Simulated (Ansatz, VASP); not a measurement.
# CaO in two plane-wave programs

Aim: how closely do two programs agree when they are given the same cell, functional and k mesh? The cell is taken from a series of VASP runs on this material, whose earlier steps may have relaxed, scaled or displaced it; both programs get it as it stands.

Main program and level: Ansatz 0.2.0; plane waves, with VASP 6.6.1 beside it; elastic constants at LDA and zone-centre phonons at LDA.

## Step 1: The starting structure

Symmetry: Fm-3m, No. 225, cubic system. The conventional cell has a = 4.719 Å, b = 4.719 Å, c = 4.719 Å, α = 90.00°, β = 90.00°, γ = 90.00°. Ca has 6 O at 2.36 Å nearest. Nearest to O lie 6 Ca at 2.36 Å. Farther neighbours and most contacts between anions are not listed.

As a file:

```
Ca O
1.0
     0.00000    2.35939    2.35939
     2.35939    0.00000    2.35939
     2.35939    2.35939    0.00000
Ca O
1 1
Direct
  0.00000 0.00000 0.00000
  0.50000 0.50000 0.50000
```

## Step 2: VASP: elastic constants, LDA

Elastic constants are differences of stresses under small strains, so they test the stress and the mesh.

Lines of VASP's logs that name or quote its potential files are left out, and so is its time.

Input file INCAR:

```
SYSTEM = CaO
PREC = Accurate
ENCUT = 800
EDIFF = 1E-08
NELM = 100
ISMEAR = 0
SIGMA = 0.03
LREAL = .FALSE.
ALGO = Normal
GGA = CA
NBANDS = 14
LORBIT = 11
LWAVE = .FALSE.
LCHARG = .FALSE.
KPAR = 4
IBRION = 6
NFREE = 2
POTIM = 0.015
ISIF = 3
NSW = 1
```

Input file POSCAR:

```
CaO
1.0
    0.0000000000      2.3593926727      2.3593926727
    2.3593926727      0.0000000000      2.3593926727
    2.3593926727      2.3593926727      0.0000000000
Ca O
1 1
Direct
    0.0000000000      0.0000000000      0.0000000000
    0.5000000000      0.5000000000      0.5000000000
```

Input file KPOINTS:

```
Automatic mesh
0
Gamma
10 10 10
0 0 0
```

PAW data sets: Ca_sv and O (LDA family, release 64).

Run with:

```console
$ mpirun -np 4 vasp_std
```

Numbers of over 12 decimals in the logs are rounded to 6 here.

Output:

```text
[banner, memory and clock lines left out]
running    4 mpi-ranks, on    1 nodes
 distrk:  each k-point on    1 cores,    4 groups
 distr:  one band on    1 cores,    1 groups

 POSCAR found type information on POSCAR CaO
 POSCAR found :  2 types and       2 ions
 LDA part: xc-table for (Slater(with rela. corr.)+CA(PZ))
 , standard interpolation
 POSCAR, INCAR and KPOINTS ok, starting setup
 FFT: planning ... GRIDC
 FFT: planning ... GRID_SOFT
 FFT: planning ... GRID
 WAVECAR not read
 entering main loop
       N       E                     dE             d eps       ncg     rms          rms(c)
DAV:   1     0.155313823556E+03    0.15531E+03   -0.11029E+04  1316   0.164E+03
DAV:   2    -0.806904288308E+01   -0.16338E+03   -0.15178E+03  1538   0.361E+02
DAV:   3    -0.156500400475E+02   -0.75810E+01   -0.75053E+01  1540   0.784E+01
DAV:   4    -0.159407630633E+02   -0.29072E+00   -0.29037E+00  1948   0.127E+01
DAV:   5    -0.159426167867E+02   -0.18537E-02   -0.18536E-02  1516   0.124E+00    0.845E+00
DAV:   6    -0.143586058299E+02    0.15840E+01   -0.54191E+00  1372   0.234E+01    0.363E+00
DAV:   7    -0.142621015628E+02    0.96504E-01   -0.51602E-01  1644   0.763E+00    0.177E+00
DAV:   8    -0.142285392991E+02    0.33562E-01   -0.77600E-02  1620   0.290E+00    0.289E-01
DAV:  10    -0.142281616135E+02   -0.16160E-03   -0.36972E-04  1566   0.233E-01    0.440E-02
DAV:  11    -0.142281306367E+02    0.30977E-04   -0.58307E-05  1856   0.884E-02    0.713E-03
DAV:  12    -0.142281301172E+02    0.51953E-06   -0.41584E-06  1480   0.217E-02    0.340E-03
DAV:  13    -0.142281299929E+02    0.12422E-06   -0.34149E-07  1962   0.492E-03    0.593E-04
DAV:  14    -0.142281299917E+02    0.12290E-08   -0.18493E-08  1182   0.133E-03
   1 F= -.14228130E+02 E0= -.14228130E+02  d E =-.188763E-13
[... from here on, the cycles between the ionic steps are left out ...]
   2 F= -.14223751E+02 E0= -.14223751E+02  d E =-.166890E-16
   3 F= -.14222793E+02 E0= -.14222793E+02  d E =-.621376E-36
   9 F= -.14226665E+02 E0= -.14226665E+02  d E =-.269402E-11
  10 F= -.14226665E+02 E0= -.14226665E+02  d E =-.269582E-11
  11 F= -.14226665E+02 E0= -.14226665E+02  d E =-.254084E-11
  12 F= -.14226665E+02 E0= -.14226665E+02  d E =-.249930E-11
  13 F= -.14226665E+02 E0= -.14226665E+02  d E =-.259819E-11
  14 F= -.14227724E+02 E0= -.14227724E+02  d E =-.173702E-11
  15 F= -.14227724E+02 E0= -.14227724E+02  d E =-.205177E-11
  16 F= -.14227726E+02 E0= -.14227726E+02  d E =-.218173E-11
 Finite differences progress:
  Degree of freedom:   8/  8
  Displacement:        1/  2
  Total:              15/ 16
 bond charge predicted
       N       E                     dE             d eps       ncg     rms          rms(c)
DAV:   1    -0.142268021595E+02    0.92382E-03   -0.37758E+00  2856   0.126E+01    0.194E-01
DAV:   2    -0.142282344730E+02   -0.14323E-02   -0.27080E-02  3324   0.130E+00    0.105E-01
DAV:   3    -0.142277556983E+02    0.47877E-03   -0.16622E-03  3246   0.336E-01    0.429E-02
DAV:   4    -0.142277284784E+02    0.27220E-04   -0.23530E-04  3216   0.139E-01    0.200E-02
DAV:   5    -0.142277274429E+02    0.10354E-05   -0.10840E-05  3212   0.316E-02    0.132E-02
DAV:   6    -0.142277259704E+02    0.14725E-05   -0.32039E-06  3336   0.197E-02    0.155E-03
DAV:   7    -0.142277259852E+02   -0.14820E-07   -0.57157E-07  2928   0.676E-03    0.101E-03
DAV:   8    -0.142277259843E+02    0.87175E-09   -0.19313E-08  2912   0.151E-03
  17 F= -.14227726E+02 E0= -.14227726E+02  d E =-.220511E-11
 Finite differences progress:
  Degree of freedom:   8/  8
  Displacement:        2/  2
  Total:              16/ 16
```

From OUTCAR (step 2):

```text
ion  position               nearest neighbor table
   1  0.000  0.000  0.000-   2 2.36   2 2.36   2 2.36   2 2.36   2 2.36   2 2.36
   2  0.500  0.500  0.500-   1 2.36   1 2.36   1 2.36   1 2.36   1 2.36   1 2.36

  LATTYP: Found a face centered cubic cell.
 ALAT       =     4.7187853454

 Subroutine GETGRP returns: Found 48 space group operations
 (whereof 48 operations were pure point group operations)

The static configuration has the point symmetry O_h .

 Found     47 irreducible k-points:

   k-points           NKPTS =     47   k-points in BZ     NKDIM =     47   number of bands    NBANDS=     14

   dimension x,y,z NGX =    32 NGY =   32 NGZ =   32
   dimension x,y,z NGXF=    64 NGYF=   64 NGZF=   64

   ENCUT  =  800.0 eV  58.80 Ry    7.67 a.u.   7.70  7.70  7.70*2*pi/ulx,y,z

   NELECT =      16.0000    total number of electrons

 k-points in reciprocal lattice and weights: Automatic mesh
   0.00000000  0.00000000  0.00000000       0.001
   0.10000000  0.00000000  0.00000000       0.008
   0.20000000  0.00000000  0.00000000       0.008
   0.30000000  0.00000000  0.00000000       0.008
   0.40000000  0.00000000  0.00000000       0.008
   0.50000000  0.00000000  0.00000000       0.004
   0.10000000  0.10000000  0.00000000       0.006
   0.20000000  0.10000000  0.00000000       0.024
   0.30000000  0.10000000  0.00000000       0.024
[...]
-0.30000000  0.40000000  0.20000000       0.024
  -0.30000000  0.50000000  0.20000000       0.012

 average (electrostatic) potential at core
       1 -43.2354       2 -71.1096

 E-fermi :   2.4619

 k-point     1 :       0.0000    0.0000    0.0000
  band No.  band energies     occupation
    ...
      4     -15.5067      2.00000
      5     -12.9735      2.00000
      6       2.3384      2.00000
      7       2.3384      2.00000
      8       2.3384      2.00000
      9       7.3644      0.00000
     10       8.5756      0.00000
     11       8.5767      0.00000
     12       8.5767      0.00000
     13      10.2382      0.00000
    ...

 k-point     2 :       0.1000    0.0000    0.0000
  band No.  band energies     occupation
    ...
      4     -15.5130      2.00000
      5     -12.7703      2.00000
      6       1.9544      2.00000
      7       2.1801      2.00000
      8       2.1808      2.00000
      9       7.8307      0.00000
     10       8.5422      0.00000
     11       8.7641      0.00000
     12       8.7642      0.00000
     13      10.5076      0.00000
    ...

 k-point     3 :       0.2000    0.0000    0.0000
  band No.  band energies     occupation
    ...
      4     -15.5295      2.00000
      5     -12.3325      2.00000
      6       1.1290      2.00000
      7       1.8035      2.00000
      8       1.8041      2.00000
      9       8.5152      0.00000
     10       8.9568      0.00000
     11       9.2836      0.00000
     12       9.2836      0.00000
     13      11.2023      0.00000
    ...

  Total        0.0182570      0.0111381      0.0111381     -0.0000000     -0.0000000      0.0000000
  in kB        1.1135511      0.6793450      0.6793450     -0.0000000     -0.0000000      0.0000000
  external PRESSURE =       0.8240804 kB  Pullay stress =       0.0000000 kB

  energy-cutoff  :      800.00
  volume of cell :       26.27
      direct lattice vectors                 reciprocal lattice vectors
     0.000000000  2.359392673  2.359392673    -0.211918942  0.211918942  0.211918942
     2.359392673  0.000000000  2.359392673     0.211918942 -0.211918942  0.211918942
     2.359392673  2.359392673  0.000000000     0.211918942  0.211918942 -0.211918942

 POSITION                                       TOTAL-FORCE (eV/Angst)
 -----------------------------------------------------------------------------------
      0.00000      0.00000      0.00000        -0.053995      0.000000      0.000000
      2.34439      2.35939      2.35939         0.053995      0.000000      0.000000
 -----------------------------------------------------------------------------------
    total drift:                               -0.000158      0.000000      0.000000

  FREE ENERGIE OF THE ION-ELECTRON SYSTEM (eV)
  ---------------------------------------------------
  free  energy   TOTEN  =       -14.2277259843 eV

  energy  without entropy=      -14.2277259843  energy(sigma->0) =      -14.22772598

  SYMMETRIZED ELASTIC MODULI (kBar)
 Direction    XX          YY          ZZ          XY          YZ          ZX
 --------------------------------------------------------------------------------
 XX        2634.5757    630.2151    630.2151     -0.0000     -0.0000     -0.0000
 YY         630.2151   2634.5757    630.2151      0.0000      0.0000     -0.0000
 ZZ         630.2151    630.2151   2634.5757     -0.0000      0.0000      0.0000
 XY          -0.0000      0.0000     -0.0000    796.8232     -0.0000      0.0000
 YZ          -0.0000      0.0000      0.0000     -0.0000    796.8232      0.0000
 ZX          -0.0000     -0.0000      0.0000      0.0000      0.0000    796.8232
 --------------------------------------------------------------------------------

 Eigenvectors and eigenvalues of the dynamical matrix
 ----------------------------------------------------

   1 f  =    8.773756 THz    55.127136 2PiTHz  292.661003 cm-1    36.285324 meV
             X         Y         Z           dx          dy          dz
      0.000000  0.000000  0.000000     0.000000    0.000000   -0.534421
      2.359393  2.359393  2.359393     0.000000    0.000000    0.845219

   2 f  =    8.773756 THz    55.127136 2PiTHz  292.661003 cm-1    36.285324 meV
             X         Y         Z           dx          dy          dz
      0.000000  0.000000  0.000000    -0.126745   -0.519174    0.000000
      2.359393  2.359393  2.359393     0.200454    0.821104    0.000000

   3 f  =    8.773756 THz    55.127136 2PiTHz  292.661003 cm-1    36.285324 meV
             X         Y         Z           dx          dy          dz
      0.000000  0.000000  0.000000    -0.519174    0.126745    0.000000
      2.359393  2.359393  2.359393     0.821104   -0.200454    0.000000

   4 f/i=    0.002803 THz     0.017615 2PiTHz    0.093513 cm-1     0.011594 meV
             X         Y         Z           dx          dy          dz
      0.000000  0.000000  0.000000    -0.311393   -0.785767    0.000000
      2.359393  2.359393  2.359393    -0.196889   -0.496830    0.000000

   5 f/i=    0.002803 THz     0.017615 2PiTHz    0.093513 cm-1     0.011594 meV
             X         Y         Z           dx          dy          dz
      0.000000  0.000000  0.000000     0.000000    0.000000    0.845219
      2.359393  2.359393  2.359393     0.000000    0.000000    0.534421

   6 f/i=    0.002803 THz     0.017615 2PiTHz    0.093513 cm-1     0.011594 meV
             X         Y         Z           dx          dy          dz
      0.000000  0.000000  0.000000     0.785767   -0.311393    0.000000
      2.359393  2.359393  2.359393     0.496830   -0.196889    0.000000

 ELASTIC MODULI CONTR FROM IONIC RELAXATION (kBar)
 Direction    XX          YY          ZZ          XY          YZ          ZX
 --------------------------------------------------------------------------------
 XX           0.0000      0.0000      0.0000      0.0000      0.0000      0.0000
 YY           0.0000      0.0000      0.0000      0.0000      0.0000      0.0000
 ZZ           0.0000      0.0000      0.0000      0.0000      0.0000      0.0000
 XY           0.0000      0.0000      0.0000      0.0000      0.0000      0.0000
 YZ           0.0000      0.0000      0.0000      0.0000      0.0000      0.0000
 ZX           0.0000      0.0000      0.0000      0.0000      0.0000      0.0000
 --------------------------------------------------------------------------------

 TOTAL ELASTIC MODULI (kBar)
 Direction    XX          YY          ZZ          XY          YZ          ZX
 --------------------------------------------------------------------------------
 XX        2634.5757    630.2151    630.2151     -0.0000     -0.0000     -0.0000
 YY         630.2151   2634.5757    630.2151      0.0000      0.0000     -0.0000
 ZZ         630.2151    630.2151   2634.5757     -0.0000      0.0000      0.0000
 XY          -0.0000      0.0000     -0.0000    796.8232     -0.0000      0.0000
 YZ          -0.0000      0.0000      0.0000     -0.0000    796.8232      0.0000
 ZX          -0.0000     -0.0000      0.0000      0.0000      0.0000    796.8232
 --------------------------------------------------------------------------------

 total charge
# of ion       s       p       d       tot
------------------------------------------
    1        2.046   5.884   0.338   8.267
    2        1.536   3.452   0.000   4.988
--------------------------------------------------
tot          3.582   9.336   0.338  13.256

[... 3 further parts left out ...]
```

(Part 1 of 2 ends here.)

[Lines on the potential files, build, host, timing and source positions are cut from VASP's logs without a mark.]

[Logs are printed without paths, hosts, clocks, repeated set-up lines and the standing remarks that a program may print on its own settings, such as how far it seeks lower states.]

[Hosts, paths, dates, database ids (printed as entryN), source tags and the programs' standing remarks are cut or masked in the printed files.]
